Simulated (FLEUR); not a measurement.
# Nb (Im-3m) in FLEUR: a series of runs

Runs on Nb. Level: PBEsol. Tasks: equation of state.

Everything below comes from runs of FLEUR MaX-R8.1 (later development tree). Logs are shortened: lines on timing, memory, paths and dates and some standing lists are left out, and cuts for length are marked.

**What was measured.**

“Pressure effects on the electronic structure and superconductivity of (TaNb)0.67(HfZrTi)0.33 high entropy alloy”, 2019, arxiv:1910.08312 quotes, for a bulk crystal of Nb: bulk modulus 169 GPa.

The runs below are set against these values where they give the same quantity.

## 1. The crystal as given

It takes space group Im-3m (No. 229, cubic). Conventional cell: a = 3.328 Å, b = 3.328 Å, c = 3.328 Å, α = 90.00°, β = 90.00°, γ = 90.00°. Nb (site symmetry m-3m) has 8 Nb at 2.88 Å as nearest neighbours.

## 2. Equation of state, PBEsol, 17.32 Å³/atom (volume scaled by 0.94)

inp.xml reads:

```xml
<?xml version="1.0" encoding="UTF-8" standalone="no"?>
<fleurInput fleurInputVersion="0.39">
   <comment>
      Nb                                                                                                  
   </comment>
   <calculationSetup>
      <cutoffs Kmax="4.1" Gmax="12.7" GmaxXC="12.7" numbands="0"/>
      <scfLoop itmax="60" minDistance="0.00001" maxIterBroyd="15" imix="Anderson" alpha="0.05" precondParam="0.0" spinf="2.0" sdNocoIR="T"/>
      <coreElectrons ctail="T" frcor="F" kcrel="0" coretail_lmax="0"/>
      <xcFunctional name="PBEs" relativisticCorrections="F"/>
      <magnetism jspins="1"/>
      <soc l_soc="F" theta="0.0" phi="0.0" spav="F"/>
      <expertModes spex="0" secvar="F"/>
      <geometryOptimization l_f="F" forcealpha="1.0" forcemix="BFGS" epsdisp="0.0005" epsforce="0.0002"/>
      <ldaU l_linMix="F" mixParam="0.05" spinf="1.0"/>
   </calculationSetup>
   <cell>
      <bzIntegration valenceElectrons="13.0" mode="hist" fermiSmearingEnergy="0.00183747">
         <kPointListSelection listName="default-1"/>
         <!-- k-points included here -->
         <xi:include xmlns:xi="http://www.w3.org/2001/XInclude" href="kpts.xml"> </xi:include>
      </bzIntegration>
      <!-- symmetry operations included here -->
      <xi:include xmlns:xi="http://www.w3.org/2001/XInclude" href="sym.xml"> </xi:include>
      <bulkLattice scale="0.9795861087">
         <bravaisMatrix>
            <row-1>   -3.1444097850281700     3.1444097850281700     3.1444097850281700</row-1>
            <row-2>    3.1444097850281700    -3.1444097850281700     3.1444097850281700</row-2>
            <row-3>    3.1444097850281700     3.1444097850281700    -3.1444097850281700</row-3>
         </bravaisMatrix>
      </bulkLattice>
   </cell>
   <atomSpecies>
      <species name="Niobium (Nb)" element="Nb" atomicNumber="41">
         <mtSphere radius="2.47" gridPoints="833" logIncrement="0.015"/>
         <atomicCutoffs lmax="10" lnonsphr="10"/>
         <electronConfig flipSpins="F">
            <coreConfig>(1s1/2) (2s1/2) (2p1/2) (2p3/2) (3s1/2) (3p1/2) (3p3/2) (3d3/2) (3d5/2)</coreConfig>
            <valenceConfig>(4s1/2) (4p1/2) (4p3/2) (5s1/2) (4d3/2) (4d5/2)</valenceConfig>
            <stateOccupation state="(5s1/2)" spinUp="0.500000" spinDown="0.500000"/>
            <stateOccupation state="(4d3/2)" spinUp="0.800000" spinDown="0.800000"/>
            <stateOccupation state="(4d5/2)" spinUp="1.200000" spinDown="1.200000"/>
         </electronConfig>
         <energyParameters s="5" p="5" d="4" f="4"/>
         <lo type="SCLO" l="0" n="4" eDeriv="0"/>
         <lo type="SCLO" l="1" n="4" eDeriv="0"/>
         <lo type="SCLO" l="1" n="4" eDeriv="1"/>
         <lo type="SCLO" l="2" n="4" eDeriv="2"/>
         <lo type="SCLO" l="3" n="4" eDeriv="2"/>
      </species>
   </atomSpecies>
   <atomGroups>
      <atomGroup species="Niobium (Nb)">
         <relPos label="                   1">.0000000000 .0000000000 .0000000000</relPos>
         <force calculate="T" relaxXYZ="TTT"/>
      </atomGroup>
   </atomGroups>
   <output dos="F" band="F" slice="F">
      <checks vchk="F" cdinf="F"/>
      <bandDOS minEnergy="-.5*Htr" maxEnergy="0.5*Htr" sigma="0.015" storeEVData="T"/>
      <vacuumDOS vacdos="F" integ="F" star="F" nstars="0" locx1="0.0" locy1="0.0" locx2="0.0" locy2="0.0" nstm="0" tworkf="0.0"/>
      <unfoldingBand unfoldBand="F" supercellX="1" supercellY="1" supercellZ="1"/>
      <plotting iplot="0" polar="F">
         <plot TwoD="T" vec1="  1.0  0.0  0.0" vec2="  0.0  1.0  0.0" vec3="  0.0  0.0  1.0" zero="  0.0  0.0  0.0" file="plot"/>
      </plotting>
      <chargeDensitySlicing numkpt="0" minEigenval="0.0" maxEigenval="0.0" nnne="0" pallst="F"/>
      <specialOutput eonly="F"/>
      <moessbauerParams electricFieldGradient="T" isomerShift="T" coreHyperfine="T" valenceHyperfine="T"/>
      <magneticCircularDichroism mcd="F" energyLo="-10.0" energyUp="0.0"/>
   </output>
  <!-- We include the file relax.xml here to enable relaxations (see documentation) -->
  <xi:include xmlns:xi="http://www.w3.org/2001/XInclude" href="relax.xml"> <xi:fallback/> </xi:include>
</fleurInput>
```

Potentials or basis: all-electron, FLAPW.

Launch:

```
$ inpgen -f crystal.txt -profile fastHighL
$ # inp.xml edited to the form shown
$ fleur_MPI
```

Log:

```text
Welcome to FLEUR        (www.flapw.de)
      MaX-Release 8.1          (www.max-centre.eu)

 ========== k-point set info ==========
 Selected k-point list: default-1
 k-point list type: mesh
 11 x 11 x 11
 Number of k points: 56

 ------------Calculation Setup---------------------------
 Number of MPI-tasks      :            1
 Number of PE/node        :            1
 Number of OMP-threads    :            1
 Most efficient MPI parallelization for:
           1           2           4           7           8          14          28          56
 Additional eigenvalue parallelization possible
 Number of basis functions:          179
 Approximate size of matrices (H+S) per k-point:         0.000 GB
 --------------------------------------------------------
 Iteration:     1   Distance:      12.18149671 me/bohr^3
 Iteration:     2   Distance:      11.17990033 me/bohr^3
 Iteration:     3   Distance:       4.43467885 me/bohr^3
 Iteration:     4   Distance:       2.45165795 me/bohr^3
 Iteration:     5   Distance:       1.45604523 me/bohr^3
 Iteration:     6   Distance:       0.09955529 me/bohr^3
 Iteration:     7   Distance:       0.10282015 me/bohr^3
 Iteration:     8   Distance:       0.00493982 me/bohr^3
 Iteration:     9   Distance:       0.00310419 me/bohr^3
 Iteration:    10   Distance:       0.00061109 me/bohr^3
 Iteration:    11   Distance:       0.00011753 me/bohr^3
 Iteration:    12   Distance:       0.00002256 me/bohr^3
 Iteration:    13   Distance:       0.00000044 me/bohr^3

 ********************************************************************
 Run finished successfully
 Stop message:
   all done
 ********************************************************************
```

out.xml (last iteration):

```text
<iteration numberForCurrentRun="   13" overallNumber="   13">
         <energyParameters units="Htr">
            <atomicEP atomType="1" spin="1" branch="5s" branchLowest="-1.42" branchHighest="2.56" value="0.3566070224"/>
            <atomicEP atomType="1" spin="1" branch="5p" branchLowest="-0.49" branchHighest="3.23" value="0.4685157284"/>
            <atomicEP atomType="1" spin="1" branch="4d" branchLowest="-6.54" branchHighest="0.97" value="0.4811891268"/>
            <atomicEP atomType="1" spin="1" branch="4f" branchLowest="-9.99" branchHighest="2.45" value="0.7274216870"/>
            <loAtomicEP atomType="1" spin="1" branch="4s" branchLowest="-15.43" branchHighest="-1.42" value="-1.4682307537"/>
            <loAtomicEP atomType="1" spin="1" branch="4p" branchLowest="-12.05" branchHighest="-0.49" value="-0.5948105862"/>
            <loAtomicEP atomType="1" spin="1" branch="4p" branchLowest="-12.05" branchHighest="-0.49" value="-0.5948105862"/>
            <loAtomicEP atomType="1" spin="1" branch="4d" branchLowest="-6.54" branchHighest="0.97" value="0.4801499201"/>
            <loAtomicEP atomType="1" spin="1" branch="4f" branchLowest="-9.99" branchHighest="2.45" value="0.7274239223"/>
         </energyParameters>
         <eigenvalues>
            <eigenvaluesAt spin="1" ikpt="1" k_x="0.00000000" k_y="0.00000000" k_z="0.00000000">
                      -1.4783832074       -0.5683312113       -0.5683312113       -0.5683312113        0.2928945139
                       0.5263250699        0.5263250699        0.5263250699        0.6380879196        0.6380879196
                       1.0360719045
            </eigenvaluesAt>
            <eigenvaluesAt spin="1" ikpt="2" k_x="0.00000000" k_y="0.00000000" k_z="0.09090909">
                      -1.4775568442       -0.5732133763       -0.5698022763       -0.5683766245        0.3058395823
                       0.5182957470        0.5240710722        0.5389604074        0.6265421228        0.6381336555
                       1.0465634980
            </eigenvaluesAt>
            <eigenvaluesAt spin="1" ikpt="3" k_x="0.00000000" k_y="0.00000000" k_z="0.18181818">
                      -1.4753223044       -0.5859483689       -0.5736952240       -0.5685021083        0.3391277552
                       0.4988074286        0.5140900753        0.5755733158        0.6145483218        0.6398596363
                       1.0610387631
            </eigenvaluesAt>
            <eigenvaluesAt spin="1" ikpt="4" k_x="0.00000000" k_y="0.00000000" k_z="0.27272727">
                      -1.4723542670       -0.6019136966       -0.5786811513       -0.5686713057        0.3717191926
                       0.4766796978        0.5117203219        0.6215568205        0.6319363035        0.6459199592
                       1.0354417978
            </eigenvaluesAt>
         </eigenvalues>
         <bandgap value="0.0175916591" units="eV"/>
         <sumValenceSingleParticleEnergies value="-4.2647950183" units="Htr"/>
         <FermiEnergy value="0.5119716110" units="Htr"/>
         <valenceDensity>
            <mtCharges spin="1">
               <mtCharge atomType="1" total="11.0221217" s="2.2665539" p="6.0856837" d="2.6316287" f="0.0318872"/>
            </mtCharges>
            <spinDependentCharge spin="1" total="13.0000000" interstitial="1.9778783" mtSpheres="11.0221217"/>
            <totalCharge value="13.0000000000"/>
         </valenceDensity>
         <coreStates atomType="     1" atomicNumber=" 41" spin="1" kinEnergy="   3869.6291402441" eigValSum="  -2253.6581399474" lostElectrons=" 0.000003">
            <state n="1" l="0" j="0.5" energy="-689.7650730470" weight="1.0000000000"/>
            <state n="2" l="0" j="0.5" energy="-95.8938152724" weight="1.0000000000"/>
            <state n="2" l="1" j="0.5" energy="-87.9634836752" weight="1.0000000000"/>
            <state n="2" l="1" j="1.5" energy="-84.4472696809" weight="2.0000000000"/>
            <state n="3" l="0" j="0.5" energy="-15.4301923601" weight="1.0000000000"/>
            <state n="3" l="1" j="0.5" energy="-12.4453466284" weight="1.0000000000"/>
            <state n="3" l="1" j="1.5" energy="-11.8754821016" weight="2.0000000000"/>
            <state n="3" l="2" j="1.5" energy="-6.6008162400" weight="2.0000000000"/>
            <state n="3" l="2" j="2.5" energy="-6.4946743153" weight="3.0000000000"/>
         </coreStates>
         <allElectronCharges>
            <spinDependentCharge spin="1" total="41.0000000" interstitial="1.9778808" mtSpheres="39.0221192"/>
            <totalCharge value="40.9999999982"/>
         </allElectronCharges>
         <moessbauerParams unitsHFF="kG" unitsIS="e/bohr^3" unitsEFG="Htr/bohr^2">
            <coreIsomerShift atomType="1" isTotal="82986.90206">
               <shell n="1" l="0" isomerShift="73426.95738"/>
               <shell n="2" l="0" isomerShift="8004.68007"/>
               <shell n="2" l="1" isomerShift="122.87099"/>
               <shell n="3" l="0" isomerShift="1409.65490"/>
               <shell n="3" l="1" isomerShift="22.73872"/>
               <shell n="3" l="2" isomerShift="0.00000"/>
            </coreIsomerShift>
            <isomerShift atomType="1" nucleusRadius="0.0001070" averageDensity="83232.95581"/>
            <electricFieldGradient atomType="1" VXX="0.00000" VYY="0.00000" VZZ="0.00000" asymParam="0.00000">
            </electricFieldGradient>
         </moessbauerParams>
         <totalEnergy                                    value="    -3818.3851171805" units="Htr">
            <sumOfEigenvalues                            value="    -2257.9229349657">
               <coreElectrons value="-2253.6581399474"/>
               <valenceElectrons value="-4.2647950183"/>
            </sumOfEigenvalues>
            <densityCoulombPotentialIntegral value="-6056.2613168529"/>
            <densityEffectivePotentialIntegral value="-6209.9429712868"/>
            <chargeDenXCDenIntegral value="-116.9989146831"/>
            <FockExchangeEnergyValence value="0.0000000000"/>
            <FockExchangeEnergyCore value="0.0000000000"/>
            <atomTypeDependentContributions atomType="1">
               <electronNucleiInteractionDifferentMTs value="4600.0091414904"/>
               <MadelungTerm value="-25.2664389017"/>
            </atomTypeDependentContributions>
            <tkbTimesEntropy value="0.0005783081"/>
            <freeEnergy value="-3818.3856954886"/>
            <extrapolationTo0K value="-3818.3854063345"/>
         </totalEnergy>
         <densityConvergence units="me/bohr^3">
            <chargeDensity spin="1" distance="0.0000004442"/>
         </densityConvergence>
      </iteration>
```

Run time: 13 s. Hardware: 1 thread of Arm Neoverse V1, shared host; peak memory 0.06 GiB.

What came out:

* Free energy: -103903.5680 eV
* Band gap on the k mesh: none (metal or under the smearing width)
* Valence electrons inside the program's atomic spheres: Nb 11.02 (radii Nb 2.47 bohr)

## 3. Equation of state, PBEsol, 17.69 Å³/atom (volume scaled by 0.96)

Changes to inp.xml since step 2:

```diff
@@ -24,3 +24,3 @@
       <xi:include xmlns:xi="http://www.w3.org/2001/XInclude" href="sym.xml"> </xi:include>
-      <bulkLattice scale="0.9795861087">
+      <bulkLattice scale="0.9864848297">
          <bravaisMatrix>
```

Potentials or basis: all-electron, FLAPW.

Launch:

```
$ inpgen -f crystal.txt -profile fastHighL
$ # inp.xml edited to the form shown
$ fleur_MPI
```

It took 14 s on 1 thread of Arm Neoverse V1, shared host; peak memory 0.06 GiB.

Results (log left out):

```yaml
Free_energy: -103903.5700 eV
Band_gap_on_the_k_mesh: none (metal or under the smearing width)
Valence_electrons_inside_the_program's_atomic_spheres: Nb 10.98 (radii Nb 2.47 bohr)
```

## 4. Equation of state, PBEsol, 18.06 Å³/atom (volume scaled by 0.98)

Changes to inp.xml since step 3:

```diff
@@ -24,3 +24,3 @@
       <xi:include xmlns:xi="http://www.w3.org/2001/XInclude" href="sym.xml"> </xi:include>
-      <bulkLattice scale="0.9864848297">
+      <bulkLattice scale="0.9932883884">
          <bravaisMatrix>
```

Launch:

```
$ inpgen -f crystal.txt -profile fastHighL
$ # inp.xml edited to the form shown
$ fleur_MPI
```

Run time: 14 s. Hardware: 1 thread of Arm Neoverse V1, shared host; peak memory 0.06 GiB.

It converged, with:

```
Free energy                                           : -103903.5636 eV
Band gap on the k mesh                                : none (metal or under the smearing width)
Valence electrons inside the program's atomic spheres : Nb 10.94 (radii Nb 2.47 bohr)
```

## 5. Equation of state, PBEsol, 18.43 Å³/atom

Changes to inp.xml since step 4:

```diff
@@ -24,3 +24,3 @@
       <xi:include xmlns:xi="http://www.w3.org/2001/XInclude" href="sym.xml"> </xi:include>
-      <bulkLattice scale="0.9932883884">
+      <bulkLattice scale="1.0000000000">
          <bravaisMatrix>
```

Launch:

```
$ inpgen -f crystal.txt -profile fastHighL
$ # inp.xml edited to the form shown
$ fleur_MPI
```

Run time: 14 s. Hardware: 1 thread of Arm Neoverse V1, shared host; peak memory 0.06 GiB.

The run converged. Its results:

| Item | Value |
| --- | --- |
| Free energy | -103903.5494 eV |
| Band gap on the k mesh | none (metal or under the smearing width) |
| Valence electrons inside the program's atomic spheres | Nb 10.91 (radii Nb 2.47 bohr) |

## 6. Equation of state, PBEsol, 18.80 Å³/atom (volume scaled by 1.02)

Changes to inp.xml since step 5:

```diff
@@ -24,3 +24,3 @@
       <xi:include xmlns:xi="http://www.w3.org/2001/XInclude" href="sym.xml"> </xi:include>
-      <bulkLattice scale="1.0000000000">
+      <bulkLattice scale="1.0066227096">
          <bravaisMatrix>
```

Potentials or basis: all-electron, FLAPW.

Launch:

```
$ inpgen -f crystal.txt -profile fastHighL
$ # inp.xml edited to the form shown
$ fleur_MPI
```

It took 14 s on 1 thread of Arm Neoverse V1, shared host; peak memory 0.06 GiB.

It converged, with:

| Item | Value |
| --- | --- |
| Free energy | -103903.5280 eV |
| Band gap on the k mesh | none (metal or under the smearing width) |
| Valence electrons inside the program's atomic spheres | Nb 10.88 (radii Nb 2.47 bohr) |

## 7. Equation of state, PBEsol, 19.17 Å³/atom (volume scaled by 1.04)

Changes to inp.xml since step 6:

```diff
@@ -24,3 +24,3 @@
       <xi:include xmlns:xi="http://www.w3.org/2001/XInclude" href="sym.xml"> </xi:include>
-      <bulkLattice scale="1.0066227096">
+      <bulkLattice scale="1.0131594038">
          <bravaisMatrix>
```

Launch:

```
$ inpgen -f crystal.txt -profile fastHighL
$ # inp.xml edited to the form shown
$ fleur_MPI
```

It took 15 s on 1 thread of Arm Neoverse V1, shared host; peak memory 0.06 GiB.

Results (log left out):

| Quantity | Value |
| --- | --- |
| Free energy | -103903.5001 eV |
| Band gap on the k mesh | none (metal or under the smearing width) |
| Valence electrons inside the program's atomic spheres | Nb 10.85 (radii Nb 2.47 bohr) |

## 8. Equation of state, PBEsol, 19.53 Å³/atom (volume scaled by 1.06)

Changes to inp.xml since step 7:

```diff
@@ -24,3 +24,3 @@
       <xi:include xmlns:xi="http://www.w3.org/2001/XInclude" href="sym.xml"> </xi:include>
-      <bulkLattice scale="1.0131594038">
+      <bulkLattice scale="1.0196128224">
          <bravaisMatrix>
```

Launch:

```
$ inpgen -f crystal.txt -profile fastHighL
$ # inp.xml edited to the form shown
$ fleur_MPI
```

It took 15 s on 1 thread of Arm Neoverse V1, shared host; peak memory 0.06 GiB.

Results (log left out):

```yaml
Free_energy: -103903.4662 eV
Band_gap_on_the_k_mesh: none (metal or under the smearing width)
Valence_electrons_inside_the_program's_atomic_spheres: Nb 10.82 (radii Nb 2.47 bohr)
```

## 9. Equation of state, PBEsol

Potentials or basis: all-electron, FLAPW.

This step only gathers the single runs of the series.

Results:

* Equilibrium volume: 17.59 Å³/atom
* Bulk modulus: 181 GPa
* Pressure derivative of the bulk modulus: 3.3

Energy against volume, from the lowest point:
```
volume (Å³/atom)  energy (meV/atom)
          17.322               2.04
          17.691               0.00
          18.060               6.42
          18.428              20.67
          18.797              42.06
          19.165              69.97
          19.534             103.81
```

## 10. Comparison with measurements

Step 9. Against the measured bulk modulus of Nb, 169 GPa (quoted in “Pressure effects on the electronic structure and superconductivity of (TaNb)0.67(HfZrTi)0.33 high entropy alloy”, 2019, arxiv:1910.08312), the calculated 181 GPa is off by +7.2 %. The fit is for a static lattice scaled at fixed shape and fixed fractional positions.
